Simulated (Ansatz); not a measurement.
MnS under changes of volume

One of the cells (15.435 Å³/atom); the others are scaled copies at fixed shape and fractional positions:

```
Mn S
1.0
     0.00000    2.48984    2.48984
     2.48984    0.00000    2.48984
     2.48984    2.48984    0.00000
Mn S
1 1
Direct
  0.00000 0.00000 0.00000
  0.75000 0.75000 0.75000
```

The cell is a database's computed one.

| Property | Result |
| --- | --- |
| Program | Ansatz 0.2.0 |
| Functional | LDA |
| Potentials or basis | all-electron LAPW, scalar-relativistic |
| Cutoff | 338 eV (chosen from the basis error) |
| Basis error allowed | 0.001 eV/atom |
| k mesh | 9 × 9 × 9 |
| Occupations | fermi-dirac, width 0.05 eV |
| Spin | collinear spin, ferromagnetic start |
| Starting moments | [4.0, 0.0] μB |

```tsv
volume (Å³/atom)	energy over the lowest point (meV/atom)	pressure (GPa)
14.830	0.00	-4.2
15.133	10.58	-6.9
15.435	26.09	-9.4
15.738	46.01	-11.6
16.041	?	?
```

What does the run at 16.041 Å³/atom give?

Energy over the lowest point 69.86 meV/atom; pressure -13.5 GPa.

Worked out: A Birch-Murnaghan fit of order 2 (a polynomial in V^(-2/3)) to the other rows has its minimum at 14.42 Å³/atom, just outside them, with B0 = V·E''(V) = 158 GPa. It gives 69.96 meV/atom at 16.041 Å³/atom, against the run's 69.86, and -dE/dV = -13.6 GPa, against -13.5.

Energies are extrapolated to zero smearing.

Caveats: the moment fell far below its start of 4 μB, so a state of higher moment may lie lower in energy; the starting moments weren't kept.
